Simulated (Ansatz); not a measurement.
## Al under changes of volume

One of the cells (16.669 Å³/atom); the others are scaled copies at fixed shape and fractional positions:

```xyz
2
Lattice="2.8125 0.0000 0.0000 -1.4062 2.4357 0.0000 0.0000 0.0000 4.8669" Properties=species:S:1:pos:R:3 pbc="T T T"
Al    0.0000    1.6238    1.2167
Al    1.4062    0.8119    3.6501
```

This isn't the form of Al at room conditions, which is fcc.

```yaml
Program: Ansatz 0.2.0
Functional: PBE
Potentials_or_basis: all-electron LAPW, scalar-relativistic
Cutoff: 154 eV (chosen from the basis error)
Basis_error_allowed: 0.0005 eV/atom
k_mesh: 11 × 11 × 6
Occupations: fermi-dirac, width 0.05 eV
Spin: no spin polarisation
```

| volume (Å³/atom) | energy over the lowest point (meV/atom) | pressure (GPa) |
| --- | --- | --- |
| 15.669 | ? | ? |
| 16.003 | 7.39 | 3.6 |
| 16.336 | 1.92 | 1.8 |
| 16.669 | 0.00 | 0.2 |
| 17.003 | 1.27 | -1.3 |
| 17.336 | 5.39 | -2.6 |
| 17.670 | 12.08 | -3.7 |

What does the run at 15.669 Å³/atom give?

Energy over the lowest point 16.82 meV/atom; pressure 5.6 GPa.

Worked out: A Birch-Murnaghan fit of order 3 (a polynomial in V^(-2/3)) to the other rows has its minimum at 16.70 Å³/atom with B0 = V·E''(V) = 76 GPa and B' = 4.5 at fixed shape and positions, which overstates the stiffness. It gives 16.87 meV/atom at 15.669 Å³/atom, against the run's 16.82, and -dE/dV = 5.6 GPa, against 5.6.

Energies are extrapolated to zero smearing.
